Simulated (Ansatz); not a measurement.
Runs of Ansatz 0.2.0 on PbS. It takes space group Cmcm (No. 63, orthorhombic). Conventional cell: a = 4.160 Å, b = 11.983 Å, c = 4.279 Å, α = 90.00°, β = 90.00°, γ = 90.00°. Around Pb (site symmetry m2m) lie 5 S at 2.69 to 2.99 Å. Around S (site symmetry m2m) lie 5 Pb at 2.69 to 2.99 Å. Measurements of this composition are mostly on another form, of space group No. 225.

| task | level | spin | cell | cutoff (eV) | points for each segment of the path | gap on the mesh (eV) | pressure (GPa) | relaxed volume (Å³/atom) | largest force (eV/Å) |
| --- | --- | --- | --- | --- | --- | --- | --- | --- | --- |
| band structure | LDA | SOC, no magnetisation | as given | 420 | 14 | 0.91 | -3.7 | - | (b) |
| band structure | m-r2SCAN | off | as given | 500 | 14 | (c) | (a) | - | 0.04 |
| relaxation of cell and atoms | RPBE+D3(BJ) | off | relaxed | 420 | - | - | 0.0 | 20.14 | - |
| relaxation of cell and atoms | BLYP+D4 | off | relaxed | 420 | - | 1.39 | 0.0 | 28.46 | 0.01 |

Alike in all rows: potentials or basis Ansatz PAW; k mesh 7 × 7 × 6; smearing fermi-dirac 0.05 eV.

**Question.** Estimate the missing entries.

**Answer.** (a) -0.1; (b) 0.17; (c) 1.53.

Caveats: the PAW data sets come from PBE, with cores solved anew for the run's functional, which leaves a small shift of forces and pressure; the k mesh misses the band edges, so the gap on the mesh is wider than the one along the path (some runs); spin-orbit coupling is left out, which as a rule narrows the gap of such compounds by several tenths of an eV (some runs); the plane-wave basis is chosen anew once the cell has moved, so the energies of steps on either side of that aren't comparable (some runs); the volume moved by over 15 % at a fixed basis, so the end points are rough (some runs); odd divisions of the mesh miss points on the zone boundary, where band edges often lie, so the gap on the mesh can be too wide (some runs).

A k mesh can miss the band edges, and rows without SOC leave out spin-orbit coupling on Pb.

Runs at the PBE level aren't shown here.
